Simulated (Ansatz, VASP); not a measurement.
Two plane-wave programs on TaH

```
Ta H
1.0
     2.87932    0.00000    0.00000
    -1.43966    2.49356    0.00000
     0.00000    0.00000    3.65493
Ta H
1 1
Cartesian
  0.0000 0.0000 1.8275
  0.0000 0.0000 0.0000
```

Alike in both runs: functional PBE; k mesh 24 × 24 × 16; occupations gaussian, width 0.1 eV; no spin polarisation.

Ansatz relaxed the structure, and its values are those at the end. VASP's run is a single point on that final structure, the one shown.

|  | VASP | Ansatz |
| --- | --- | --- |
| version | VASP 6.6.1 | Ansatz 0.2.0 |
| potentials or method | VASP PAW PBE potentials, release 64 (Ta_pv, H) | scalar-relativistic, plane waves, PAW |
| plane-wave cutoff (eV) | 520 | 420 |
| valence electrons in the cell | 12 | 14 |

|  | VASP | Ansatz | Ansatz less VASP |
| --- | --- | --- | --- |
| gap on the k mesh at the Fermi level (eV) | none | none | - |
| pressure (GPa) | 0.0 | 0.0 | 0.00 |

A gap of «none» marks a metal or a gap that the smearing closes. With one functional, cell and mesh, what is left measures potentials, basis and numerics. The two sets of potentials don't hold the same shells in valence.

The runs have no spin-orbit coupling, so splittings on Ta are missing.
